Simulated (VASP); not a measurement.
# Lattice of ZnSe (Stilleite), functional by functional, part 2 of 2

Aim: relax ZnSe (Stilleite) at several levels of theory and compare the cells. The starting structure is a measured crystal structure from the Crystallography Open Database. The first relaxation on each setting starts from this cell expanded by 3 % in volume.

VASP 6.6.1.

Results so far: PBEsol 22.43 Å³ an atom; LDA 21.65 Å³ an atom; PBE 23.60 Å³ an atom; PBEsol + D3(BJ) 21.74 Å³ an atom.

### 6. Relaxation with r2SCAN

Level of this step: r2SCAN; plane waves and PAW (Se, Zn) (VASP).

r2SCAN adds the kinetic-energy density, costs more than a GGA and is run with LASPH. This run starts from the cell of an earlier relaxation, which isn't shown; the restart sets up the plane waves anew.

Input file INCAR:

```
SYSTEM = ZnSe
PREC = Accurate
ENCUT = 450
EDIFF = 1E-06
NELM = 100
ISMEAR = 0
SIGMA = 0.03
LREAL = .FALSE.
ALGO = Normal
METAGGA = R2SCAN
LASPH = .TRUE.
NBANDS = 15
LORBIT = 11
LWAVE = .FALSE.
LCHARG = .FALSE.
KPAR = 4
IBRION = 2
NSW = 50
ISIF = 3
EDIFFG = -0.006
```

Input file POSCAR:

```
ZnSe
1.0
    0.0000000000      2.8328439024      2.8328439024
    2.8328439024      0.0000000000      2.8328439024
    2.8328439024      2.8328439024      0.0000000000
Se Zn
1 1
Direct
    0.7500000000      0.7500000000      0.7500000000
    0.0000000000      0.0000000000      0.0000000000
```

Input file KPOINTS:

```
Automatic mesh
0
Gamma
6 6 6
0 0 0
```

PAW data sets: Se and Zn (PBE family, release 64).

On the command line:

```console
mpirun -np 4 vasp_std
```

Log:

```text
[banner, memory and clock lines left out]
running    4 mpi-ranks, on    1 nodes
[...]
[... a notice as in an earlier step ...]

 LDA part: xc-table for (None), standard interpolation
 POSCAR, INCAR and KPOINTS ok, starting setup
[...]
entering main loop
       N       E                     dE             d eps       ncg     rms          rms(c)
DAV:   1     0.630217285111E+02    0.63022E+02   -0.83776E+03   480   0.125E+03
DAV:   2    -0.225682938174E+02   -0.85590E+02   -0.80698E+02   536   0.251E+02
DAV:   3    -0.276447569138E+02   -0.50765E+01   -0.50594E+01   557   0.626E+01
DAV:   4    -0.276826828935E+02   -0.37926E-01   -0.37923E-01   606   0.607E+00
[...]
DAV:  14    -0.249027557252E+02    0.10499E-05   -0.25758E-06   403   0.299E-02    0.783E-04
DAV:  15    -0.249027567333E+02   -0.10082E-05   -0.13455E-07   240   0.730E-03    0.284E-04
DAV:  16    -0.249027565367E+02    0.19664E-06   -0.63011E-08   240   0.423E-03
   1 F= -.24902757E+02 E0= -.24902757E+02  d E =-.249028E+02
[...]
N       E                     dE             d eps       ncg     rms          rms(c)
DAV:   1    -0.249028998666E+02   -0.14313E-03   -0.17110E-03   578   0.840E-01    0.862E-02
DAV:   2    -0.249028056951E+02    0.94172E-04   -0.35944E-04   585   0.519E-01    0.324E-02
DAV:   3    -0.249027876852E+02    0.18010E-04   -0.10828E-05   494   0.286E-02    0.159E-02
DAV:   4    -0.249027785922E+02    0.90930E-05   -0.23947E-06   528   0.137E-02    0.538E-03
DAV:   5    -0.249027753216E+02    0.32706E-05   -0.44161E-07   240   0.991E-03    0.112E-03
DAV:   6    -0.249027748567E+02    0.46491E-06   -0.33026E-07   240   0.755E-03
   2 F= -.24902775E+02 E0= -.24902775E+02  d E =-.183200E-04
 trial-energy change:   -0.000018  1 .order   -0.000004   -0.000011    0.000003
 step:   0.9659(harm=  0.7707)  dis= 0.00000  next Energy=   -24.902775 (dE=-0.184E-04)
 reached required accuracy - stopping structural energy minimisation
```

It took 37 s on 4 MPI ranks of AMD EPYC 7R43, shared host; peak memory 0.52 GiB; 2.2 min of CPU time.

OUTCAR, selected parts (step 6):

```text
  Total        0.0037026      0.0037026      0.0037026     -0.0000000     -0.0000000      0.0000000
  in kB        0.1305886      0.1305886      0.1305886     -0.0000000     -0.0000000      0.0000000
  external PRESSURE =       0.1305886 kB  Pullay stress =       0.0000000 kB

 POSITION                                       TOTAL-FORCE (eV/Angst)
 -----------------------------------------------------------------------------------
      4.24799      4.24799      4.24799        -0.000000     -0.000000     -0.000000
      2.83199      0.00000      2.83199         0.000000      0.000000      0.000000
 -----------------------------------------------------------------------------------
    total drift:                               -0.000006     -0.000006     -0.000006

  FREE ENERGIE OF THE ION-ELECTRON SYSTEM (eV)
  ---------------------------------------------------
  free  energy   TOTEN  =       -24.9027748567 eV

  energy  without entropy=      -24.9027748567  energy(sigma->0) =      -24.90277486

[... 2 parts as in an earlier step ...]

[... 2 further parts left out ...]
[key lines of the parts left out:]
E-fermi :   1.4550
```

With r2SCAN the relaxed cell holds 22.713 Å³ an atom, -0.19 % against the measured cell, with a = 5.664 Å. That is +1.26 % from PBEsol.

### 7. Relaxation with r2SCAN + rVV10

rVV10 adds a nonlocal correlation energy for dispersion. This run starts from the cell of an earlier relaxation, which isn't shown; the restart sets up the plane waves anew.

INCAR: that of step 6 with these lines changed.

```diff
@@ -10,2 +10,6 @@
 METAGGA = R2SCAN
+LUSE_VDW = .TRUE.
+IVDW_NL = 2
+BPARAM = 11.95
+CPARAM = 0.0093
 LASPH = .TRUE.
```

Input file POSCAR:

```
ZnSe
1.0
    0.0000000000      2.8221380374      2.8221380374
    2.8221380374      0.0000000000      2.8221380374
    2.8221380374      2.8221380374      0.0000000000
Se Zn
1 1
Direct
    0.7500000000      0.7500000000      0.7500000000
    0.0000000000      0.0000000000      0.0000000000
```

KPOINTS is that of step 6.

On the command line:

```console
mpirun -np 4 vasp_std
```

Log:

```text
[banner, memory and clock lines left out]
running    4 mpi-ranks, on    1 nodes
[...]
|                                                                             |
|               ----> ADVICE to this user running VASP <----                  |
|                                                                             |
|     You have switched on vdW-DFT.                                           |
|     This routine was written and supplied by Jiri Klimes. We recommend      |
|     that you carefully read and cite the following publications:            |
|       J. Klimes, D.R. Bowler, A. Michelides                                 |
|          J. Phys.: Cond Matt. 22 022201 (2010)                              |
|       J. Klimes, D.R. Bowler, A. Michelides                                 |
|          Phys. Rev. B. 83, 195131 (2011)                                    |
|     and references therein.                                                 |
|                                                                             |

[...]
DAV:  13    -0.243703600152E+02   -0.71045E-05   -0.12686E-05   613   0.733E-02    0.471E-03
Total rVV10 correction in eV:      0.5303790    20.0306601
Total rVV10 correction in eV:      0.5303790    20.0306601
Total rVV10 correction in eV:      0.5303790    20.0306601
Total rVV10 correction in eV:      0.5303790    20.0306601
DAV:  14    -0.243703587206E+02    0.12946E-05   -0.29049E-06   417   0.309E-02    0.795E-04
Total rVV10 correction in eV:      0.5303813    20.0306601
Total rVV10 correction in eV:      0.5303813    20.0306601
Total rVV10 correction in eV:      0.5303813    20.0306601
Total rVV10 correction in eV:      0.5303813    20.0306601
DAV:  15    -0.243703597068E+02   -0.98623E-06   -0.14882E-07   247   0.766E-03
Total rVV10 correction in eV:      0.5303831    20.0306601
Total rVV10 correction in eV:      0.5303831    20.0306601
Total rVV10 correction in eV:      0.5303831    20.0306601
Total rVV10 correction in eV:      0.5303831    20.0306601
Total rVV10 correction in eV:      0.5303834    20.0306601
Total rVV10 correction in eV:      0.5303834    20.0306601
Total rVV10 correction in eV:      0.5303834    20.0306601
Total rVV10 correction in eV:      0.5303834    20.0306601
   1 F= -.24370360E+02 E0= -.24370360E+02  d E =-.243704E+02
[...]
reached required accuracy - stopping structural energy minimisation
```

Wall time 47 s (4 MPI ranks); peak memory 0.9 GiB.

OUTCAR, selected parts (step 7):

```text
  Total       -0.0064025     -0.0064025     -0.0064025     -0.0000000     -0.0000000      0.0000000
  in kB       -0.2281901     -0.2281901     -0.2281901     -0.0000000     -0.0000000      0.0000000
  external PRESSURE =      -0.2281901 kB  Pullay stress =       0.0000000 kB

 POSITION                                       TOTAL-FORCE (eV/Angst)
 -----------------------------------------------------------------------------------
      4.23321      4.23321      4.23321         0.000000      0.000000     -0.000000
      0.00000      0.00000      0.00000        -0.000000     -0.000000      0.000000
 -----------------------------------------------------------------------------------
    total drift:                               -0.000009     -0.000009     -0.000009

  FREE ENERGIE OF THE ION-ELECTRON SYSTEM (eV)
  ---------------------------------------------------
  free  energy   TOTEN  =       -24.3703597068 eV

  energy  without entropy=      -24.3703597068  energy(sigma->0) =      -24.37035971

[... 2 parts as in an earlier step ...]

[... 2 further parts left out ...]
[key lines of the parts left out:]
E-fermi :   1.6123
```

With r2SCAN + rVV10 the relaxed cell holds 22.477 Å³ an atom, -1.23 % against the measured cell, with a = 5.644 Å. That is +0.20 % from PBEsol.

### 8. The runs compared

| level | volume (Å³/atom) | against the measured cell (%) | a (Å) | pressure left (GPa) | core minutes |
| --- | --- | --- | --- | --- | --- |
| PBEsol | 22.431 | -1.43 | 5.6404 | -0.03 | 0.987 |
| LDA | 21.653 | -4.85 | 5.5745 | 0.02 | 1.25 |
| PBE | 23.604 | 3.73 | 5.7371 | 0.0 | 0.627 |
| PBEsol + D3(BJ) | 21.735 | -4.49 | 5.5815 | 0.04 | 1.17 |
| r2SCAN | 22.713 | -0.19 | 5.664 | 0.01 | 6.53 |
| r2SCAN + rVV10 | 22.477 | -1.23 | 5.6443 | -0.02 | 11.7 |

Core minutes are wall time times ranks, summed over the relaxations behind a row (those for a bulk modulus apart), on shared hosts.

### 9. Outcome

| Item | Value |
| --- | --- |
| volume, PBEsol | 22.43 Å³/atom |
| volume, LDA | 21.65 Å³/atom |
| volume, PBE | 23.60 Å³/atom |
| volume, PBEsol + D3(BJ) | 21.74 Å³/atom |
| volume, r2SCAN | 22.71 Å³/atom |
| volume, r2SCAN + rVV10 | 22.48 Å³/atom |

What this shows: Across 6 levels the volume of ZnSe (Stilleite) spans 9.0 %, from 21.65 Å³ an atom (LDA) to 23.60 Å³ (PBE). Against the measured volume of the starting structure, r2SCAN comes nearest (-0.2 %) and LDA lies farthest (-4.8 %). The measured cell holds zero-point expansion and, unless it was taken cold, thermal expansion, which the runs lack, so small differences decide nothing. Adding D3(BJ) to PBEsol changes the volume by -3.1 %. Adding rVV10 to r2SCAN changes the volume by -1.0 %. LASPH is on in some of these runs and off in others, which adds a little to the differences. All runs keep the symmetry of the start, so they can't find a distortion of lower symmetry. Further runs on this material are not shown.

[Lines on the potential files, build, host, timing and source positions are cut from VASP's logs without a mark.]

[Logs are printed without paths, hosts, clocks, repeated set-up lines and the standing remarks that a program may print on its own settings, such as how far it seeks lower states.]

[Hosts, paths, dates, database ids (printed as entryN), source tags and the programs' standing remarks are cut or masked in the printed files.]
